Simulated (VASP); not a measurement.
A run of VASP 6.6.1 is set up as follows.

File INCAR:

```
PREC     = Accurate       # precision mode
ENCUT    = 600            # plane-wave cutoff, eV
EDIFF    = 1E-6           # SCF threshold, eV
ISMEAR   = 0              # smearing method
SIGMA    = 0.03           # smearing width, eV
LREAL    = F              # projectors in reciprocal space
LASPH    = T              # aspherical terms in the spheres
NELM     = 80             # most SCF steps
ALGO     = Normal         # electronic algorithm
ISIF     = 3              # what is computed and relaxed
LWAVE    = F              # write WAVECAR
LCHARG   = F              # write CHGCAR
GGA      = PS             # functional
IBRION   = 2              # ionic algorithm
NSW      = 90             # ionic steps
EDIFFG   = -0.01          # ionic threshold
PSTRESS  = 145.0
```

The input KPOINTS:

```
regular mesh
0
Gamma
  12 12 12
```

Contents of POSCAR:

```
AlN
1.0
    0.0000000000      2.0345180000      2.0345180000
    2.0345180000      0.0000000000      2.0345180000
    2.0345180000      2.0345180000      0.0000000000
Al N
1 1
Direct
    0.5000000000      0.5000000000      0.5000000000
    0.0000000000      0.0000000000      0.0000000000
```

Potentials or basis: VASP PAW PBE potentials, release 64 (Al, N).

The run is started by

```console
$ cat potpaw_PBE.64/Al/POTCAR potpaw_PBE.64/N/POTCAR > POTCAR
$ mpirun -np 1 vasp_std > vasp.out
```

Task: Estimate the band gap on the k mesh.

Result: 5.04 eV, indirect (least direct gap 6.40 eV).

Task: What does it give for the relaxed volume?

Result: 7.86 Å³/atom.

Task: Predict the space group after relaxing (to 0.05 Å).

Result: Fm-3m (No. 225).

Step by step:
```tsv
step	energy change (eV)	largest force (eV/Å)	pressure (GPa)	volume (Å³)
1	0.0000	0.0000	-4.74	16.84
2	0.2518	0.0000	45.03	14.50
3	0.0285	0.0000	14.06	15.75
4	0.0304	0.0000	14.54	15.73
```

Caveat: the cell is relaxed towards a set pressure, so the enthalpy falls and the energy may rise; the PAW data sets were made with another functional, which shifts forces and pressure a little. A k mesh can miss the band edges.
